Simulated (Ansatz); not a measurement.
# Zr (P6_3/mmc) in Ansatz: notebook, part 2 of 2

Ansatz 0.2.0.

**5. Relaxation of cell and atoms, BLYP**

File input.yaml:

```yaml
crystal:
  lattice:
    - [3.232, 0.0, 0.0]
    - [-1.616, 2.798994105, 0.0]
    - [0.0, 0.0, 5.147]
  atoms:
    - { symbol: Zr, position: [0.6666666667, 0.3333333333, 0.75] }
    - { symbol: Zr, position: [0.3333333333, 0.6666666667, 0.25] }
hamiltonian:
  xc: blyp
  pseudopotentials: { kind: paw }
kpoints:
  mp_grid: { grid: [9, 9, 5] }
scf:
  occupations: { method: fermi_dirac, width: 0.05 }
output:
  forces: true
  stress: true
  write_density: true
  write_potential: true
  elf: true
  volumetric_format: npy
relax:
  f_tol: 0.01
  max_steps: 40
  cell: { stress_tol: 0.05 }
```

Potentials or basis: Ansatz PAW.

Run with:

```
ansatz run input.yaml --threads 2 --pin off --max-ram 5632MiB --backend cpu --events-out ev --progress --plain --runs-dir out
```

What it wrote:

```text
Warning: RAYON_NUM_THREADS=2 ignored (pool sized by the plan → 2); use --threads N
Engine: ansatz 0.2.0, x86_64-unknown-linux-gnu
Pseudopotentials: kind: paw
Pseudopotential: Zr, paw, valence charge 12, recommended cutoff 420 eV (normal), Zr.paw.azcp
Functional definition: BLYP
  parameter beta = 0.0042
  parameter a = 0.04918
  parameter b = 0.132
  parameter c = 0.2533
  parameter d = 0.349
  exchange = b88_x(beta = beta)
  correlation = lyp_c(a = a, b = b, c = c, d = d)
Crystal: 2 atoms, lattice volume = 46.562 Å³
Basis set: ecut = 420 eV, 929 PW (Γ), exchange–correlation on 48×48×72 points (8 copies of the dense FFT grid, shifted against one another)
Bands: 16, of which v1, the nominal top of the filled ones, is band 12 counted from 1 (11 counted from 0)
Symmetry: 24 space group operations
Space group: P63/mmc (ITA 194), of the structure as read, at distance tolerance 3.6e-5 Å
k-points: 36 of 405
Non-local potential: Zr, projectors of the file, l = 0: 3, l = 1: 2, l = 2: 2, l = 3: 2
PAW form: soft (Blöchl's): semilocal exchange-correlation on the pseudo side does not see the compensation charge
PAW frozen core: Zr, regenerated for the run's functional, and the local potential with it (the file was generated under x = pbe(κ = 0.804, μ = 0.2195149727645171), c = pbe(β = 0.06672455060314922))
PAW one-centre angular grid: Zr, 590 points (default); XC on 64 Gauss nodes
Initial density: superposition of atomic densities (neutral atoms: chi_scale 0, normalization atom), corrected by the library's trained network
Initial wavefunctions: pseudopotential atomic-orbital guess
Functional: x = b88, c = lyp
[... 93 lines left out ...]
  E_local      = -1293.677449  (includes V_loc(G=0)·N_el)
  E_nonlocal   = 161.791692
  E_hartree    = 401.641925
  E_xc         = -316.906237
  E_vxc        = -373.399987  (∫ρ·V_xc dr)
  E_paw        = -5939.473111  (= ΣΔE_a)
  E_vpaw       = -160.921600  (= ΣTr[D̂ρ^β])
  E_aug_tail   = 0.000053  (compensation charges beyond the density's cutoff)
  E_ewald      = -2071.356392
  E_core_change = 0.161795  (= ΣΔE_core)
  E_smearing   = -0.017083  (= −TS)
  E_closure    = 0.000000  (closes the sum)
  Σ components = -8393.002707   (vs F -8393.002707, Δ=0.00e0)
--- Forces (eV/Å), atoms counted from 1 ---
  atom   1  Zr     0.00000000     0.00000000    -0.00000000
  atom   2  Zr    -0.00000000    -0.00000000     0.00000000
  max |Σ_I F_I| component: 0.00e0 eV/Å
--- Stress (GPa, compression-positive) ---
       -0.010088      -0.000000       0.000000
       -0.000000      -0.010088      -0.000000
        0.000000      -0.000000       0.002663
  P = ⅓ Tr σ = -0.0058 GPa (-0.058 kbar)
--- Band table (eV; the first three rows and the last of 36) ---
  k-point 0: bands = ["-35.0779", "-34.9504", "-13.5289", "-12.7617", "-12.7617", "-12.6575", "-12.6412", "-12.6412", "8.4424", "10.9892", "14.7106", "14.7106", "14.7640", "15.0625", "15.3353", "15.3353"]
  k-point 1: bands = ["-35.0659", "-34.9627", "-13.4502", "-12.7503", "-12.7503", "-12.7457", "-12.6528", "-12.6528", "8.7552", "10.9403", "14.5162", "14.5402", "14.5917", "14.5917", "15.1315", "15.1315"]
  k-point 2: bands = ["-35.0343", "-34.9949", "-13.2400", "-12.9712", "-12.7203", "-12.7203", "-12.6831", "-12.6831", "9.5815", "10.5113", "13.9048", "14.0729", "14.5545", "14.5545", "14.7685", "14.7685"]
  k-point 35: bands = ["-34.9311", "-34.9311", "-13.3144", "-13.3144", "-13.1699", "-13.0858", "-12.8095", "-12.8095", "12.5441", "12.5441", "12.5648", "12.8627", "13.8804", "13.8804", "15.6047", "16.1899"]
--- Relaxed structure (5 steps of the walk, 4 accepted, 1 SCFs on fresh bases) ---
  F+E_penalty+E_count = -8393.00270738 eV   max|allowed force component| = 9.252e-17 eV/Å   (the final SCF, on the basis selected at the relaxed cell)
  cell:  # Å, volume = 48.3298 Å³
    - [3.263312593281402, 2.3069671279758008e-33, 0.0]
    - [-1.631656296640701, 2.82611160627137, -4.495257311676007e-34]
    - [0.0, -8.266215831514592e-34, 5.24043563816449]
  atoms:
    - { symbol: Zr, position: [0.6666666666666666, 0.3333333333333333, 0.7499999999999998] }
    - { symbol: Zr, position: [0.3333333333333333, 0.6666666666666666, 0.24999999999999997] }
```

rho_z.tsv:

```text
# z_ang	rho[e/angstrom^3]
# format = ansatz-planar-average/11
# lattice	3.263312593	0.000000000	0.000000000
# lattice	-1.631656297	2.826111606	-0.000000000
# lattice	0.000000000	-0.000000000	5.240435638
# sites	2
# site	40	1.631656297	0.942037202	3.930326729
# site	40	0.000000000	1.884074404	1.310108910
0.000000	1.593197e-1
0.145568	1.659411e-1
0.291135	1.900675e-1
0.436703	2.461405e-1
0.582271	3.524868e-1
0.727838	5.116007e-1
[... 28 lines left out ...]
4.949300	1.900675e-1
5.094868	1.659411e-1
```

v_z.tsv:

```text
# z_ang	v_es[eV]	v_tot[eV]
# format = ansatz-planar-average/11
# xc	blyp
# density_cutoff_ev	1680
# datasets	Zr=:simpson_from_first_knot:soft:shift=-149815
# lattice	3.263312593	0.000000000	0.000000000
# lattice	-1.631656297	2.826111606	-0.000000000
# lattice	0.000000000	-0.000000000	5.240435638
# sites	2
# site	40	1.631656297	0.942037202	3.930326729
# site	40	0.000000000	1.884074404	1.310108910
0.000000	1.331520e1	5.296857e0
0.145568	1.300916e1	4.855460e0
0.291135	1.205633e1	3.536986e0
0.436703	1.036216e1	1.278075e0
0.582271	7.787680e0	-2.048370e0
0.727838	4.539366e0	-6.166214e0
[... 28 lines left out ...]
4.949300	1.205633e1	3.536986e0
5.094868	1.300916e1	4.855460e0
```

It took 12 s on 2 threads of Intel Xeon at 2.50GHz (Skylake/Cascade Lake), shared host; peak memory 0.36 GiB.

Results:

```
Free energy                            : -8393.0027 eV
Relaxed volume                         : 24.16 Å³/atom
Relaxed cell                           : a = 3.263 Å, b = 3.263 Å, c = 5.240 Å, α = 90.00°, β = 90.00°, γ = 120.00°
Space group after relaxing (to 0.05 Å) : P6_3/mmc (No. 194)
Energy gained by relaxing              : 10.0 meV/atom
Ionic steps                            : 5
Pressure after relaxing                : 0.0 GPa
Band gap on the k mesh                 : none (metal or under the smearing width)
```

The path:
| step | energy change (eV) | largest force (eV/Å) | volume (Å³) |
| --- | --- | --- | --- |
| 1 | 0.0000 | 0.0000 | 46.56 |
| 2 | -0.0197 | 0.0000 | 48.29 |
| 3 | -0.0197 | 0.0000 | 48.33 |
| 4 | -0.0197 | 0.0000 | 48.33 |
| 5 | -0.0200 | 0.0000 | 48.33 |

Final structure:
```xyz
2
Lattice="3.2633 0.0000 0.0000 -1.6317 2.8261 0.0000 0.0000 0.0000 5.2404" Properties=species:S:1:pos:R:3 pbc="T T T"
Zr    1.6317    0.9420    3.9303
Zr    0.0000    1.8841    1.3101
```

Caveat: the plane-wave basis is chosen anew once the cell has moved, so the energies of steps on either side of that aren't comparable; the PAW data sets come from PBE, with cores solved anew for the run's functional, which leaves a small shift of forces and pressure. Zero-point motion and thermal expansion aren't in these numbers.

**6. Overview**

| level | gap on the mesh (eV) | pressure (GPa) | relaxed volume (Å³/atom) |
| --- | --- | --- | --- |
| revPBE+D4 | none | 0.0 | 23.30 |
| BLYP+D3(BJ) | none | 0.0 | 21.81 |
| revPBE | - | 0.0 | 23.79 |
| BLYP | none | 0.0 | 24.16 |

Alike in all rows: task relaxation of cell and atoms; potentials or basis Ansatz PAW; no spin polarisation; cell relaxed; k mesh 9 × 9 × 5; cutoff (eV) 420; smearing fermi-dirac 0.05 eV.

Caveats: the plane-wave basis is chosen anew once the cell has moved, so the energies of steps on either side of that aren't comparable; the PAW data sets come from PBE, with cores solved anew for the run's functional, which leaves a small shift of forces and pressure; pairwise dispersion overbinds metals, which lowers pressure and volume (some runs).

Absolute energies hang on the potentials; compare differences alone.
